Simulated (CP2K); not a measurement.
Runs of CP2K 2026.2 on HfN. Symmetry: Fm-3m, No. 225, cubic system. The conventional cell has a = 4.512 Å, b = 4.512 Å, c = 4.512 Å, α = 90.00°, β = 90.00°, γ = 90.00°. Hf (site symmetry m-3m) has 6 N at 2.26 Å as nearest neighbours. Around N (site symmetry m-3m) lie 6 Hf at 2.26 Å. 

```csv
level,potentials or basis,smearing,EPS_DEFAULT,NGRIDS,points a segment of the path (NPOINTS),bands added on the path,CUTOFF of the grids,gap on the mesh (eV),pressure (GPa)
LDA,"GTH_POTENTIALS Hf GTH-PADE-q12, N GTH-PADE-q5; TZVP-MOLOPT-PBE-GTH basis",fermi-dirac 0.0259 eV,1.0E-9,4,10,6,450 Ry,none,-61.3
PBE,"POTENTIAL_UZH Hf GTH-PBE-q12, N GTH-PBE-q5; TZVP-MOLOPT-PBE-GTH basis",fermi-dirac 0.1 eV,1.0E-9,5,6,6,450 Ry,none,2.1
TB-mBJ,"POTENTIAL_UZH Hf GTH-PBE-q12, N GTH-PBE-q5; TZVP-MOLOPT-PBE-GTH basis",fermi-dirac 0.01 eV,1.0E-10,4,10,4,675 Ry,none,-
PBEsol,"POTENTIAL_UZH Hf GTH-PBE-q12, N GTH-PBE-q5; TZVP-MOLOPT-PBE-GTH basis",fermi-dirac 0.0259 eV,1.0E-9,5,6,2,450 Ry,none,(a)
PBE,"POTENTIAL_UZH Hf GTH-PBE-q12, N GTH-PBE-q5; TZVP-MOLOPT-PBE-GTH basis",fermi-dirac 0.0259 eV,1.0E-10,4,8,6,450 Ry,none,2.1
r2SCAN,"POTENTIAL_UZH Hf GTH-SCAN-q12, N GTH-SCAN-q5; TZVP-MOLOPT-SCAN-GTH basis",fermi-dirac 0.1 eV,1.0E-9,4,6,2,675 Ry,none,-4.8
```

Alike in all rows: task band structure; no spin polarisation; cell as given; k mesh 10 × 10 × 10.

Fill in the values left out.

(a) -4.3.

Caveats: spin-orbit coupling is left out, which moves the levels of the heavy elements; the basis of atomic orbitals isn't converged, which shifts pressures, moduli and gaps; the potentials were made for another functional, which shifts forces and pressure (some runs); a pressure of tens of GPa on the cell as given is suspect, and the run, the potentials or the cell itself is likely at fault (some runs); this is a model potential without an energy functional, so only levels have meaning (some runs).

A k mesh can miss the band edges, and the runs leave out spin-orbit coupling on Hf.

A gap of «none» marks a metal or a gap under the smearing width.
